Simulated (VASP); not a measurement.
# SnS2 (Berndtite-2T) (P-3m1) in VASP: a series of runs, part 2 of 2

VASP 6.6.1. Earlier steps stand in the parts before.

## Step 4: Relaxation of cell and atoms, PBE

This run uses another cell than the first one, of 24.88 Å³/atom, 1.340 times its volume.

Input file INCAR:

```
SYSTEM = SnS2
PREC = Accurate ; ENCUT = 300
EDIFF = 1E-7 ; ISMEAR = 0
SIGMA = 0.03 ; LREAL = .False.
LASPH = .True. ; NELM = 80
ALGO = Normal ; ISIF = 3
LWAVE = .False. ; LCHARG = .False.
GGA = PE ; IBRION = 2
NSW = 90 ; EDIFFG = -0.005
```

Input file KPOINTS:

```
Automatic mesh
0
Gamma
  5 5 3
  0 0 0
```

Input file POSCAR:

```
SnS2                                    
1.0
    3.7013938338      0.0000000000     -0.0000000000
   -1.8506969169      3.2055010895      0.0000000000
   -0.0000000000      0.0000000000      6.2902495934
  Sn              S             
     1     2
Direct
     0.0000000000000000    0.0000000000000000    0.0000000000000000
     0.3333333332999970    0.6666666667000030    0.2342216606891012
     0.6666666667000030    0.3333333332999970    0.7657783393108989
```

Potentials or basis: VASP PAW PBE potentials, release 64 (Sn, S).

Launch:

```sh
cat potpaw_PBE.64/Sn/POTCAR potpaw_PBE.64/S/POTCAR > POTCAR
mpirun -np 1 vasp_std > vasp.out
```

OUTCAR:

```text
SYSTEM = SnS2
   PREC = Accurate
   ENCUT = 300
   EDIFF = 1E-7
   ISMEAR = 0
   LREAL = .False.
   LASPH = .True.
   NELM = 80
   ISIF = 3
   GGA = PE
   IBRION = 2
   NSW = 90
   EDIFFG = -0.005

 ion  position               nearest neighbor table
   1  0.000  0.000  0.000-   2 2.60   3 2.60   3 2.60   2 2.60   3 2.60   2 2.60
   2  0.333  0.667  0.234-   1 2.60   1 2.60   1 2.60
   3  0.667  0.333  0.766-   1 2.60   1 2.60   1 2.60

  LATTYP: Found a hexagonal cell.
 ALAT       =     3.7013938338
 C/A-ratio  =     1.6994272633

  Lattice vectors:

 A1 = (   3.7013938338,   0.0000000000,   0.0000000000)
 A2 = (  -1.8506969169,   3.2055010895,   0.0000000000)
 A3 = (   0.0000000000,   0.0000000000,   6.2902495934)

Analysis of symmetry for initial positions (statically):
=====================================================================
 Subroutine PRICEL returns:
 Original cell was already a primitive cell.

 Routine SETGRP: Setting up the symmetry group for a
 hexagonal supercell.

 Subroutine GETGRP returns: Found 12 space group operations
 (whereof 12 operations were pure point group operations)
 out of a pool of 24 trial point group operations.
[... 160 lines left out ...]
  Direction    XX          YY          ZZ          XY          YZ          ZX
  --------------------------------------------------------------------------------------
  -------------------------------------------------------------------------------------
  Total        0.0511212      0.0511212      0.1716146      0.0000000      0.0000000      0.0000000
  in kB        1.0974453      1.0974453      3.6841369      0.0000000      0.0000000      0.0000000
  external PRESSURE =       1.9596759 kB  Pullay stress =       0.0000000 kB
[... 92 lines left out ...]
  FREE ENERGIE OF THE ION-ELECTRON SYSTEM (eV)
  ---------------------------------------------------
  free  energy   TOTEN  =       -13.2226227992 eV

  energy  without entropy=      -13.2226227992  energy(sigma->0) =      -13.22262280

[... ionic steps 4 to 10 ...]

--------------------------------------- Ionic step       11  -------------------------------------------

 number of electron      15.9999994 magnetization

------------------------ aborting loop because EDIFF is reached ----------------------------------------
[... 69 lines left out ...]
--------------------------------------- Ionic step       13  -------------------------------------------

 number of electron      15.9999995 magnetization

 Free energy of the ion-electron system (eV)
  ---------------------------------------------------
  ext. energy  EPLUGINS =         0.00000000
  ---------------------------------------------------
  free energy    TOTEN  =       -13.22508868 eV

  energy without entropy =      -13.22508868  energy(sigma->0) =      -13.22508868

 E-fermi :   2.4091     XC(G=0):  -8.8478

 val. band max:        2.2403112613   @ k =   0.2000   0.0000   0.0000
 cond. band min:       3.9210553951   @ k =   0.0000   0.4000   0.3333
 fundamental gap:      1.6807441338
 Fermi energy:         2.4090978096

 k-point     1 :       0.0000    0.0000    0.0000
  band No.  band energies     occupation
      1     -11.0588      2.00000
      2      -9.2582      2.00000
      3      -2.8145      2.00000
      4       1.7661      2.00000
      5       1.7661      2.00000
      6       2.0503      2.00000
      7       2.0983      2.00000
      8       2.0983      2.00000
      9       4.2430      0.00000
     10       6.0244      0.00000
     11       7.6890      0.00000
     12       7.6890      0.00000
[... 193 lines left out ...]
  FREE ENERGIE OF THE ION-ELECTRON SYSTEM (eV)
  ---------------------------------------------------
  free  energy   TOTEN  =       -13.2250886832 eV

  energy  without entropy=      -13.2250886832  energy(sigma->0) =      -13.22508868

 reached required accuracy - stopping structural energy minimisation
```

OSZICAR:

```text
N       E                     dE             d eps       ncg     rms          rms(c)
DAV:   1     0.468550763960E+02    0.46855E+02   -0.45649E+03   288   0.684E+02
DAV:   2    -0.102140563918E+02   -0.57069E+02   -0.53471E+02   400   0.147E+02
DAV:   3    -0.137286966230E+02   -0.35146E+01   -0.34777E+01   356   0.395E+01
[... 123 lines left out ...]
DAV:   2    -0.132250899100E+02   -0.37636E-05   -0.54133E-05   368   0.532E-02    0.740E-03
DAV:   3    -0.132250893735E+02    0.53656E-06   -0.10678E-06   348   0.807E-03    0.469E-03
DAV:   4    -0.132250888817E+02    0.49175E-06   -0.40631E-07   308   0.449E-03    0.124E-03
DAV:   5    -0.132250887541E+02    0.12768E-06   -0.62119E-08   164   0.190E-03    0.357E-04
DAV:   6    -0.132250886832E+02    0.70827E-07   -0.68476E-09   152   0.691E-04
  13 F= -.13225089E+02 E0= -.13225089E+02  d E =-.508913E-04
```

It took 67 s on 1 thread of Intel Xeon Platinum 8259CL at 2.50GHz (Skylake/Cascade Lake), shared host; peak memory 0.16 GiB.

What came out:

| Quantity | Value |
| --- | --- |
| Free energy | -13.2251 eV |
| Relaxed volume | 25.63 Å³/atom |
| Relaxed cell | a = 3.701 Å, b = 3.701 Å, c = 6.482 Å, α = 90.00°, β = 90.00°, γ = 120.00° |
| Space group after relaxing (to 0.05 Å) | P-3m1 (No. 164) |
| Energy gained by relaxing | 0.9 meV/atom |
| Ionic steps | 13 |
| Pressure after relaxing | 0.0 GPa |
| Band gap on the k mesh | 1.68 eV, indirect (least direct gap 1.93 eV) |

The path:
```tsv
step	energy change (eV)	largest force (eV/Å)	pressure (GPa)	volume (Å³)
1	0.0000	0.0055	0.20	74.63
2	-0.0002	0.0546	-0.10	74.96
3	-0.0002	0.0489	-0.06	74.92
4	-0.0006	0.0486	-0.04	75.02
5	-0.0013	0.0481	0.03	75.29
6	-0.0015	0.0461	0.19	75.83
7	-0.0016	0.0462	0.14	75.65
8	-0.0019	0.0435	0.11	75.81
9	-0.0024	0.0336	0.01	76.28
10	-0.0026	0.0141	-0.16	77.23
11	-0.0027	0.0199	-0.11	76.92
12	-0.0027	0.0091	0.04	76.88
13	-0.0027	0.0017	0.00	76.89
```

Final structure:
```yaml
crystal:
  lattice:
    - [3.70099, 0.00000, 0.00000]
    - [-1.85049, 3.20515, 0.00000]
    - [0.00000, 0.00000, 6.48206]
  atoms:
    - { symbol: Sn, position: [0.00000, 0.00000, 0.00000] }
    - { symbol: S, position: [0.33333, 0.66667, 0.22744] }
    - { symbol: S, position: [0.66667, 0.33333, 0.77256] }
```

Levels at points of the mesh, in eV from the valence-band top:
```tsv
k point	band 4	band 5	band 6	band 7	band 8	band 9	band 10	band 11	band 12
(0.00, 0.00, 0.00)	-0.47	-0.47	-0.19	-0.14	-0.14	2.00	3.78	5.45	5.45
```

Caveat: the cutoff is under 1.25 times the usual one of these potentials, so pressure, stress and relaxed cells hold a basis-set (Pulay) error; spin-orbit coupling is left out, which moves the levels of the heavy elements; an odd mesh through Γ misses points on the zone boundary, where band edges often lie; this functional lacks dispersion, which binds the layers, so the pressure and a relaxed spacing across them are unreliable.

## Step 5: Relaxation of cell and atoms, PBE

This run uses another cell than the first one, of 22.43 Å³/atom, 1.208 times its volume.

Input file INCAR:

```
PREC = Accurate
ENCUT = 600
EDIFF = 1E-6
ISMEAR = 0
SIGMA = 0.03
LREAL = F
LASPH = T
NELM = 80
ALGO = Normal
ISIF = 3
LWAVE = F
LCHARG = F
GGA = PE
IBRION = 2
NSW = 90
EDIFFG = -0.01
```

Input file KPOINTS:

```
regular mesh
0
Gamma
  9 9 5
```

Input file POSCAR:

```
SnS2
1.0
    3.6390000000      0.0000000000      0.0000000000
   -1.8195000000      3.1514664444      0.0000000000
    0.0000000000      0.0000000000      5.8680000000
Sn S
1 2
Direct
    0.0000000000      0.0000000000      0.0000000000
    0.3333333333      0.6666666667      0.2500000000
    0.6666666667      0.3333333333      0.7500000000
```

Potentials or basis: VASP PAW PBE potentials, release 64 (Sn_d, S).

Launch:

```sh
cat potpaw_PBE.64/Sn_d/POTCAR potpaw_PBE.64/S/POTCAR > POTCAR
mpirun -np 1 vasp_std > vasp.out
```

Wall time 7 min (1 thread of Intel Xeon Platinum 8488C (Sapphire Rapids), shared host); peak memory 0.24 GiB.

It converged, with:

```
Free energy                            : -13.2201 eV
Relaxed volume                         : 26.77 Å³/atom
Relaxed cell                           : a = 3.701 Å, b = 3.701 Å, c = 6.770 Å, α = 90.00°, β = 90.00°, γ = 120.00°
Space group after relaxing (to 0.05 Å) : P-3m1 (No. 164)
Energy gained by relaxing              : 26.9 meV/atom
Ionic steps                            : 14
Pressure after relaxing                : 0.0 GPa
Largest force after relaxing           : 0.007 eV/Å
Band gap on the k mesh                 : 1.58 eV, indirect (least direct gap 1.84 eV)
```

Forces in eV/Å, atoms in the order of the input:
```
Sn   0.000  0.000  0.000
S    0.000  0.000 -0.007
S    0.000  0.000  0.007
```

Step by step:
```csv
step,energy change (eV),largest force (eV/Å),pressure (GPa),volume (Å³)
1,0.0000,0.2414,4.20,67.30
2,-0.0153,0.5887,-2.55,73.18
3,-0.0411,0.2469,0.14,70.47
4,-0.0458,0.1839,0.12,70.89
5,-0.0510,0.0223,0.05,71.99
6,-0.0552,0.0192,0.05,72.38
7,-0.0651,0.0079,0.10,73.55
8,-0.0759,0.0258,0.37,75.85
9,-0.0717,0.1573,1.46,80.28
10,-0.0767,0.1162,1.00,78.26
11,-0.0801,0.0148,0.22,79.77
12,-0.0802,0.0437,0.06,80.11
13,-0.0805,0.0311,0.03,80.18
14,-0.0807,0.0075,-0.01,80.32
```

Final structure:
```xyz
3
Lattice="3.7013 0.0000 0.0000 -1.8506 3.2054 0.0000 0.0000 0.0000 6.7703" Properties=species:S:1:pos:R:3 pbc="T T T"
Sn    0.0000    0.0000    0.0000
S     0.0000    2.1369    1.4784
S     1.8506    1.0685    5.2919
```

Levels at points of the mesh, in eV from the valence-band top:
```
           k point  band 11  band 12  band 13  band 14  band 15  band 16
(0.00, 0.00, 0.00)    -0.35    -0.12    -0.12     2.04     3.80     5.43
```

Caveat: the volume moved by over 15 % at a fixed basis, so the end points are rough; spin-orbit coupling is left out, which moves the levels of the heavy elements; an odd mesh through Γ misses points on the zone boundary, where band edges often lie; this functional lacks dispersion, which binds the layers, so the pressure and a relaxed spacing across them are unreliable, and here the layers came unbound; the volume moved by +19 % from the deposited cell, more than functionals usually miss.

## Step 6: Relaxation of cell and atoms, PBE

This run uses another cell than the first one, of 26.77 Å³/atom, 1.442 times its volume.

INCAR, as its differences from that of step 5:

```diff
@@ -2,3 +2,3 @@
 ENCUT = 600
-EDIFF = 1E-6
+EDIFF = 1E-7
 ISMEAR = 0
@@ -15,2 +15,2 @@
 NSW = 90
-EDIFFG = -0.01
+EDIFFG = -0.005
```

KPOINTS is that of step 5.

Input file POSCAR:

```
SnS2                                    
1.0
    3.7012939700     -0.0000000000      0.0000000000
   -1.8506469850      3.2054146049     -0.0000000000
    0.0000000000     -0.0000000000      6.7702875671
  Sn              S             
     1     2
Direct
     0.0000000000000000    0.0000000000000000    0.0000000000000000
     0.3333333332999970    0.6666666667000030    0.2183606074451218
     0.6666666667000030    0.3333333332999970    0.7816393925548785
```

Potentials or basis: VASP PAW PBE potentials, release 64 (Sn_d, S).

Launch:

```sh
cat potpaw_PBE.64/Sn_d/POTCAR potpaw_PBE.64/S/POTCAR > POTCAR
mpirun -np 1 vasp_std > vasp.out
```

OUTCAR:

```text
PREC = Accurate
   ENCUT = 600
   EDIFF = 1E-7
   ISMEAR = 0
   LREAL = F
   LASPH = T
   NELM = 80
   ISIF = 3
   GGA = PE
   IBRION = 2
   NSW = 90
   EDIFFG = -0.005

 ion  position               nearest neighbor table
   1  0.000  0.000  0.000-   2 2.60   3 2.60   3 2.60   2 2.60   3 2.60   2 2.60
   2  0.333  0.667  0.218-   1 2.60   1 2.60   1 2.60
   3  0.667  0.333  0.782-   1 2.60   1 2.60   1 2.60

  LATTYP: Found a hexagonal cell.
 ALAT       =     3.7012939700
 C/A-ratio  =     1.8291677511

  Lattice vectors:

 A1 = (   3.7012939700,   0.0000000000,   0.0000000000)
 A2 = (  -1.8506469850,   3.2054146049,   0.0000000000)
 A3 = (   0.0000000000,   0.0000000000,   6.7702875671)

Analysis of symmetry for initial positions (statically):
=====================================================================
 Subroutine PRICEL returns:
 Original cell was already a primitive cell.

 Routine SETGRP: Setting up the symmetry group for a
 hexagonal supercell.

 Subroutine GETGRP returns: Found 12 space group operations
 (whereof 12 operations were pure point group operations)
 out of a pool of 24 trial point group operations.

The static configuration has the point symmetry D_3d.

Analysis of symmetry for dynamics (positions and initial velocities):
=====================================================================
 Subroutine PRICEL returns:
 Original cell was already a primitive cell.

 Routine SETGRP: Setting up the symmetry group for a
 hexagonal supercell.

 Subroutine GETGRP returns: Found 12 space group operations
 (whereof 12 operations were pure point group operations)
 out of a pool of 24 trial point group operations.

The dynamic configuration has the point symmetry D_3d.

 Subroutine INISYM returns: Found 12 space group operations
 (whereof 12 operations are pure point group operations),
 and found     1 'primitive' translations

----------------------------------------------------------------------------------------
[... 144 lines left out ...]
  free energy    TOTEN  =       -13.22298126 eV

  energy without entropy =      -13.22298126  energy(sigma->0) =      -13.22298126

------------------------ aborting loop because EDIFF is reached ----------------------------------------

  FORCE on cell =-STRESS in cart. coord.  units (eV):
  Direction    XX          YY          ZZ          XY          YZ          ZX
  --------------------------------------------------------------------------------------
  -------------------------------------------------------------------------------------
  Total       -0.0048552     -0.0048552      0.0089569      0.0000000      0.0000000      0.0000000
  in kB       -0.0968437     -0.0968437      0.1786578      0.0000000      0.0000000      0.0000000
  external PRESSURE =      -0.0050098 kB  Pullay stress =       0.0000000 kB
[... 92 lines left out ...]
  FREE ENERGIE OF THE ION-ELECTRON SYSTEM (eV)
  ---------------------------------------------------
  free  energy   TOTEN  =       -13.2229969072 eV

  energy  without entropy=      -13.2229969072  energy(sigma->0) =      -13.22299691

[... ionic steps 4 to 11 ...]

--------------------------------------- Ionic step       12  -------------------------------------------

 number of electron      26.0000004 magnetization

------------------------ aborting loop because EDIFF is reached ----------------------------------------
[... 69 lines left out ...]
--------------------------------------- Ionic step       14  -------------------------------------------

 number of electron      26.0000004 magnetization

 Free energy of the ion-electron system (eV)
  ---------------------------------------------------
  ext. energy  EPLUGINS =         0.00000000
  ---------------------------------------------------
  free energy    TOTEN  =       -13.22324305 eV

  energy without entropy =      -13.22324305  energy(sigma->0) =      -13.22324305

 E-fermi :   2.7997     XC(G=0):  -8.5653

 val. band max:        2.6469015224   @ k =   0.1111  -0.0000   0.2000
 cond. band min:       4.2348049436   @ k =   0.0000   0.4444   0.4000
 fundamental gap:      1.5879034212
 Fermi energy:         2.7996612685

 k-point     1 :       0.0000    0.0000    0.0000
  band No.  band energies     occupation
      1     -18.0901      2.00000
      2     -18.0901      2.00000
      3     -18.0554      2.00000
      4     -18.0315      2.00000
      5     -18.0315      2.00000
      6     -10.6173      2.00000
[... 457 lines left out ...]
      4     -18.0322      2.00000
      5     -18.0146      2.00000
      6      -9.7489      2.00000
[... 9 lines left out ...]
     16       8.6115      0.00000
     17       9.4269      0.00000

 [... further k-points ...]

------------------------ aborting loop because EDIFF is reached ----------------------------------------

  FORCE on cell =-STRESS in cart. coord.  units (eV):
  Direction    XX          YY          ZZ          XY          YZ          ZX
  --------------------------------------------------------------------------------------
  -------------------------------------------------------------------------------------
  Total        0.0133331      0.0133331     -0.0019737      0.0000000      0.0000000      0.0000000
  in kB        0.2630403      0.2630403     -0.0389378      0.0000000      0.0000000      0.0000000
  external PRESSURE =       0.1623810 kB  Pullay stress =       0.0000000 kB
[... 18 lines left out ...]
  FREE ENERGIE OF THE ION-ELECTRON SYSTEM (eV)
  ---------------------------------------------------
  free  energy   TOTEN  =       -13.2232430470 eV

  energy  without entropy=      -13.2232430470  energy(sigma->0) =      -13.22324305

 reached required accuracy - stopping structural energy minimisation
```

CONTCAR:

```text
SnS2
   1.00000000000000
     3.6999961923948108    0.0000000000000000    0.0000000000000000
    -1.8499980961974052    3.2042906965254359    0.0000000000000003
    -0.0000000000000000   -0.0000000000000001    6.8499227491604548
  Sn              S
     1     2
Direct
     0.0000000000000000    0.0000000000000000    0.0000000000000000
     0.3333333332999970    0.6666666667000030    0.2158731528362316
     0.6666666667000030    0.3333333332999970    0.7841268471637682

  0.00000000E+00  0.00000000E+00  0.00000000E+00
  0.00000000E+00  0.00000000E+00  0.00000000E+00
  0.00000000E+00  0.00000000E+00  0.00000000E+00
```

It took 7.7 min on 1 thread of Intel Xeon Platinum 8488C (Sapphire Rapids), shared host; peak memory 0.26 GiB.

What came out:

| Property | Result |
| --- | --- |
| Free energy | -13.2232 eV |
| Relaxed volume | 27.07 Å³/atom |
| Relaxed cell | a = 3.700 Å, b = 3.700 Å, c = 6.850 Å, α = 90.00°, β = 90.00°, γ = 120.00° |
| Space group after relaxing (to 0.05 Å) | P-3m1 (No. 164) |
| Energy gained by relaxing | 0.1 meV/atom |
| Ionic steps | 14 |
| Pressure after relaxing | 0.0 GPa |
| Largest force after relaxing | 0.005 eV/Å |
| Band gap on the k mesh | 1.59 eV, indirect (least direct gap 1.84 eV) |

Forces on the atoms (eV/Å):
```
Sn   0.000  0.000  0.000
S    0.000  0.000 -0.005
S    0.000  0.000  0.005
```

Step by step:
```csv
step,energy change (eV),largest force (eV/Å),pressure (GPa),volume (Å³)
1,0.0000,0.0076,0.00,80.32
2,0.0000,0.0049,0.02,80.32
3,0.0000,0.0029,0.06,80.32
4,0.0000,0.0027,0.06,80.32
5,0.0000,0.0030,0.07,80.33
6,0.0000,0.0032,0.07,80.35
7,0.0000,0.0036,0.07,80.40
8,-0.0001,0.0044,0.08,80.48
9,-0.0001,0.0064,0.09,80.64
10,-0.0002,0.0106,0.12,80.97
11,-0.0002,0.0021,0.07,81.10
12,-0.0003,0.0126,-0.03,81.33
13,-0.0003,0.0116,-0.03,81.32
14,-0.0003,0.0046,0.02,81.21
```

Final structure:
```
Sn S
1.0
     3.70000    0.00000    0.00000
    -1.85000    3.20429    0.00000
     0.00000    0.00000    6.84992
Sn S
1 2
Cartesian
  0.0000 0.0000 0.0000
  0.0000 2.1362 1.4787
  1.8500 1.0681 5.3712
```

Caveat: spin-orbit coupling is left out, which moves the levels of the heavy elements; an odd mesh through Γ misses points on the zone boundary, where band edges often lie; this functional lacks dispersion, which binds the layers, so the pressure and a relaxed spacing across them are unreliable.

## Step 7: Overview

```csv
level,potentials or basis,cell,k mesh,cutoff (eV),target pressure,gap on the mesh (eV),pressure (GPa),relaxed volume (Å³/atom)
LDA,"VASP PAW LDA potentials, release 64 (Sn_d, S)",relaxed to 9.78 GPa,9 × 9 × 5,600,9.78 GPa,0.25,9.8,-
PBE,"VASP PAW PBE potentials, release 64 (Sn, S)",relaxed,5 × 5 × 3,300,-,1.68,0.0,25.63
PBE,"VASP PAW PBE potentials, release 64 (Sn_d, S)",relaxed,9 × 9 × 5,600,-,1.59,0.0,27.07
```

Alike in all rows: task relaxation of cell and atoms; no spin polarisation; smearing gaussian 0.03 eV.

Caveats: spin-orbit coupling is left out, which moves the levels of the heavy elements; an odd mesh through Γ misses points on the zone boundary, where band edges often lie; this functional lacks dispersion, which binds the layers, so the pressure and a relaxed spacing across them are unreliable (some runs); the cell is relaxed towards a set pressure, so the enthalpy falls and the energy may rise (some runs); the cutoff is under 1.25 times the usual one of these potentials, so pressure, stress and relaxed cells hold a basis-set (Pulay) error (some runs).

Total energies depend on the potentials used, so only differences within one code and one set of settings carry meaning.
